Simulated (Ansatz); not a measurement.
Computed with Ansatz 0.2.0, DFT PBE, scalar-relativistic, plane waves, PAW. All cells share a 420 eV cutoff and Γ-centred k meshes spaced at most about 0.3 Å⁻¹ (about 0.25 or finer for metals, 2π included). No spin polarisation.

Temperature and zero-point effects are left out.

Two relaxed structures of In6As:

A.

Space group R-3:H (No. 148). a = 6.376 Å, b = 6.376 Å, c = 16.311 Å, α = 90.00°, β = 90.00°, γ = 120.00°
```json
{"atom": "In", "site": "18f", "symmetry": "1", "x": "0.3935", "y": "0.3852", "z": "0.0887"}
{"atom": "As", "site": "3a", "symmetry": "-3.", "x": "0.0000", "y": "0.0000", "z": "0.0000"}
```

B.

Space group R-3:H (No. 148). a = 10.443 Å, b = 10.443 Å, c = 6.215 Å, α = 90.00°, β = 90.00°, γ = 120.00°
```json
{"atom": "In", "site": "18f", "symmetry": "1", "x": "0.8869", "y": "0.5168", "z": "0.6421"}
{"atom": "As", "site": "3a", "symmetry": "-3.", "x": "0.0000", "y": "0.0000", "z": "0.0000"}
```

Question: Which form is favoured at zero pressure, and by what margin per atom?

Answer: A is lower, by 14 meV/atom. A has space group R-3 (No. 148), 27.3 Å³/atom and no gap on its mesh; B has space group R-3 (No. 148), 28.0 Å³/atom and no gap. In A, In is surrounded by 1 As at 2.87 Å and 5 In at 3.22–3.34 Å; around As lie 6 In at 2.87 Å. In B, In has 1 As at 2.87 Å and 5 In at 3.11–3.21 Å; around As lie 6 In at 2.87 Å. Both come from invented guesses.

For metals, differences of a few meV/atom aren't resolved. Cells relaxed within their symmetry can be saddle points.
